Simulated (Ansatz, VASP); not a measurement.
**CdSe in VASP and in Ansatz**

The input INCAR:

```
PREC = Accurate ; ENCUT = 520
EDIFF = 1E-6 ; ISMEAR = -1
SIGMA = 0.05 ; LREAL = F
LASPH = T ; NELM = 100
ALGO = Normal ; ISIF = 2
LWAVE = F ; LCHARG = T
GGA = PE ; LELF = T
LVHAR = T ; NBANDS = 16
```

File KPOINTS:

```
Automatic mesh
0
Gamma
  8 8 8
```

POSCAR

```
CdSe
1.0
    0.0000000000      3.0287759606      3.0287759606
    3.0287759606      0.0000000000      3.0287759606
    3.0287759606      3.0287759606      0.0000000000
Cd Se
1 1
Direct
    0.0000000000      0.0000000000      0.0000000000
    0.2500000000      0.2500000000      0.2500000000
```

File input.yaml:

```yaml
crystal:
  lattice:
    - [0.0, 3.0287759606, 3.0287759606]
    - [3.0287759606, 0.0, 3.0287759606]
    - [3.0287759606, 3.0287759606, 0.0]
  atoms:
    - { symbol: Cd, position: [0.0, 0.0, 0.0] }
    - { symbol: Se, position: [0.25, 0.25, 0.25] }
kpoints:
  mp_grid: { grid: [8, 8, 8] }
scf:
  occupations: { method: fermi_dirac, width: 0.05 }
hamiltonian:
  xc: pbe
  pseudopotentials: { kind: all_electron, lapw: { basis_error: 0.0005 } }
output:
  forces: true
  stress: true
  eigenvalues: true
```

Change from the starting cell: volume scaled by 0.96.

Alike in both runs: task single point; functional PBE; k mesh 8 × 8 × 8; occupations fermi-dirac, width 0.05 eV; no spin polarisation.

|  | VASP | Ansatz |
| --- | --- | --- |
| version | VASP 6.6.1 | Ansatz 0.2.0 |
| potentials or method | VASP PAW PBE potentials, release 64 (Cd, Se) | all-electron LAPW, scalar-relativistic |
| plane-wave cutoff (eV) | 520 | see its input |

```tsv
	VASP	Ansatz	Ansatz less VASP
gap on the k mesh at the Fermi level (eV)	0.63	0.63	0.000
least direct gap on the mesh (eV)	0.63	0.63	0.000
pressure (GPa)	3.9	3.6	-0.33
```

Ansatz ran all-electron here, so the differences hold the error of VASP's frozen core and of both bases.
